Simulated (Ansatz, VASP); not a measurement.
One calculation of TiAl3, two programs

```xyz
4
Lattice="2.8770 0.0000 0.0000 0.0000 4.7429 0.0000 0.0000 0.0000 4.9652" Properties=species:S:1:pos:R:3 pbc="T T T"
Ti    0.0000    2.3714    0.8238
Al    0.0000    0.0000    4.1504
Al    1.4385    0.0000    1.6431
Al    1.4385    2.3714    3.3132
```

Change from the starting cell: volume scaled by 1.04.

Alike in both runs: task single point; functional PBEsol; k mesh 9 × 6 × 6; occupations fermi-dirac, width 0.05 eV; no spin polarisation.

|  | VASP | Ansatz |
| --- | --- | --- |
| version | VASP 6.6.1 | Ansatz 0.2.0 |
| potentials or method | VASP PAW PBE potentials, release 64 (Ti_sv, Al) | Ansatz PAW |
| plane-wave cutoff (eV) | 520 | 420 |
| valence electrons in the cell | 21 | 21 |

Ansatz gave:

| Quantity | Value |
| --- | --- |
| gap on the k mesh at the Fermi level (eV) | none |
| pressure (GPa) | -5.8 |
| largest component of the traceless stress (GPa) | 1.91 |
| rms of the force components (eV/Å) | 0.025 |

**Question.** Which values does VASP return?

**Answer.** gap on the k mesh at the Fermi level (eV): none; pressure (GPa): -5.8; largest component of the traceless stress (GPa): 1.92; rms of the force components (eV/Å): 0.024.

Atom by atom the forces differ by 0.001 eV/Å (rms over components). A gap of «none» marks a metal or a gap that the smearing closes. The functional is the same, so the differences come from potentials, cutoffs and numerics.

Caveats: the PAW data sets were made with another functional, which shifts forces and pressure a little (VASP); the PAW data sets come from PBE, with cores solved anew for the run's functional, which leaves a small shift of forces and pressure (Ansatz).
